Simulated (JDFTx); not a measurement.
Runs of JDFTx 1.7.0 (patched build) on SnO2 (Cassiterite). Symmetry: P4_2/mnm, No. 136, tetragonal system. Conventional cell: a = 4.738 Å, b = 4.738 Å, c = 3.187 Å, α = 90.00°, β = 90.00°, γ = 90.00°. Sn (site symmetry mmm) is surrounded by 6 O at 2.05 to 2.06 Å. Around O (site symmetry m2m) lie 3 Sn at 2.05 to 2.06 Å. 

```csv
task,level,potentials or basis,k mesh,max SCF steps,SCF threshold on the energy,solver of the electrons,further solve for the empty bands,band ratio of the Davidson solver,mesh quality,gap on the mesh (eV),pressure (GPa),largest force (eV/Å)
single point,PBE,PseudoDojo-SR-PBE-0.5-standard,6 × 6 × 8,100,1e-09 Ha,scf,yes,-,not flagged,1.27,(a),0.28
single point,PBEsol,PseudoDojo-SR-PBEsol-0.4.1-standard with smoothed tails,6 × 6 × 8,100,1e-09 Ha,scf,yes,-,not flagged,1.16,6.0,0.22
single point,PBEsol,PseudoDojo-SR-PBEsol-0.4.1-standard with smoothed tails,3 × 3 × 4,100,1e-09 Ha,scf,yes,-,coarse,1.16,6.0,0.22
single point,LDA,PseudoDojo-SR-LDA-0.4.1-standard with smoothed tails,3 × 3 × 4,100,1e-09 Ha,scf,yes,-,coarse,1.12,-0.3,(b)
```

Alike in all rows: no spin polarisation; cell as given; cutoff (eV) 1143; smearing fermi-dirac 0.05 eV.

Task: Fill in the values left out.

Result: (a) 12.4; (b) 0.15.

Caveats: some runs use coarse meshes; spin-orbit coupling is left out, which moves the levels of the heavy elements; an odd mesh through Γ misses points on the zone boundary, where band edges often lie (some runs); the empty levels aren't tightly converged (some runs).

A k mesh can miss the band edges, and the runs leave out spin-orbit coupling on Sn.

Not every run made on this cell is shown here.
